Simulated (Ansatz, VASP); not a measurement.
# One calculation of MgO, two programs

```xyz
4
Lattice="3.3724 0.0000 0.0000 -1.6862 2.9206 0.0000 0.0000 0.0000 4.4883" Properties=species:S:1:pos:R:3 pbc="T T T"
Mg    1.6862    1.0913    3.3663
Mg    0.0000    1.8294    1.1221
O     1.6862    0.8869    1.1221
O     0.0000    2.0338    3.3663
```

Change from the starting cell: mode 5 frozen in at +0.122 Å, strain +e along z and -e/2 along x and y +0.0700.

Alike in both runs: task single point; functional PBEsol; k mesh 9 × 9 × 6; occupations gaussian, width 0.05 eV; no spin polarisation.

|  | VASP | Ansatz |
| --- | --- | --- |
| version | VASP 6.6.1 | Ansatz 0.2.0 |
| potentials or method | VASP PAW PBE potentials, release 64 (Mg, O) | scalar-relativistic, plane waves, PAW |
| plane-wave cutoff (eV) | 520 | 520 |
| valence electrons in the cell | 16 | 32 |

```tsv
	VASP	Ansatz	Ansatz less VASP
gap on the k mesh at the Fermi level (eV)	3.10	3.11	+0.009
least direct gap on the mesh (eV)	3.10	3.11	+0.009
pressure (GPa)	2.5	2.8	+0.30
largest component of the traceless stress (GPa)	9.60	9.45	-0.151
rms of the force components (eV/Å)	0.336	0.332	-0.0040
```

Atom by atom the forces differ by 0.005 eV/Å (rms over components). The two sets of potentials don't hold the same shells in valence. Ansatz warned: «pseudo_functional_mismatch».

Caveats: the PAW data sets were made with another functional, which shifts forces and pressure a little (VASP).
